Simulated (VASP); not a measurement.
Wanted: the native input for a VASP 6.6.1 run.

| Property | Result |
| --- | --- |
| Task | relaxation of cell and atoms |
| Functional | SCAN |
| Potentials or basis | VASP PAW PBE potentials, release 64 (Al) |
| Cutoff | 600 eV |
| k mesh | 11 × 11 × 11 |
| Occupations | fermi-dirac, width 0.05 eV |
| Spin | no spin polarisation |
| Further INCAR settings | ALGO = Normal; EDIFF = 1e-07; IBRION = 2; EDIFFG = 1e-05; NSW = 60; ISIF = 3 |

The structure of Al lies in POSCAR:

```
Al
1.0
    0.0000000000      2.0248050000      2.0248050000
    2.0248050000      0.0000000000      2.0248050000
    2.0248050000      2.0248050000      0.0000000000
Al
1
Direct
    0.0000000000      0.0000000000      0.0000000000
```

One way to write it, as run:

INCAR

```
SYSTEM = Al
PREC     = Accurate       ! precision mode
ENCUT    = 600            ! plane-wave cutoff, eV
EDIFF    = 1E-7           ! SCF threshold, eV
ISMEAR   = -1             ! smearing method
SIGMA    = 0.05           ! smearing width, eV
LREAL    = .False.        ! projectors in reciprocal space
LASPH    = .True.         ! aspherical terms in the spheres
NELM     = 100            ! most SCF steps
ALGO     = Normal         ! electronic algorithm
ISIF     = 3              ! what is computed and relaxed
LWAVE    = .False.        ! write WAVECAR
LCHARG   = .False.        ! write CHGCAR
METAGGA  = SCAN           ! meta-GGA
LMIXTAU  = .True.       
IBRION   = 2              ! ionic algorithm
NSW      = 60             ! ionic steps
EDIFFG   = 1E-5           ! ionic threshold
```

KPOINTS

```
regular mesh
0
Gamma
  11 11 11
  0 0 0
```

Potentials or basis: VASP PAW PBE potentials, release 64 (Al).

Command:

```sh
$ cat potpaw_PBE.64/Al/POTCAR > POTCAR
$ mpirun -np 1 vasp_std > vasp.out
```

It gave:

| Quantity | Value |
| --- | --- |
| Relaxed volume | 16.11 Å³/atom |
| Relaxed cell | a = 2.835 Å, b = 2.835 Å, c = 2.835 Å, α = 60.00°, β = 60.00°, γ = 60.00° |
| Space group after relaxing (to 0.05 Å) | Fm-3m (No. 225) |
| Energy gained by relaxing | 3.6 meV/atom |
| Ionic steps | 3 |
| Pressure after relaxing | 0.0 GPa |
| Band gap on the k mesh | none (metal or under the smearing width) |

Caveat: the PAW data sets were made with another functional, which shifts forces and pressure a little.

Run time: 54 s on 1 thread of Intel(R) Xeon(R) Platinum 8488C (Sapphire Rapids), with other jobs on the host, peak memory 0.13 GiB.
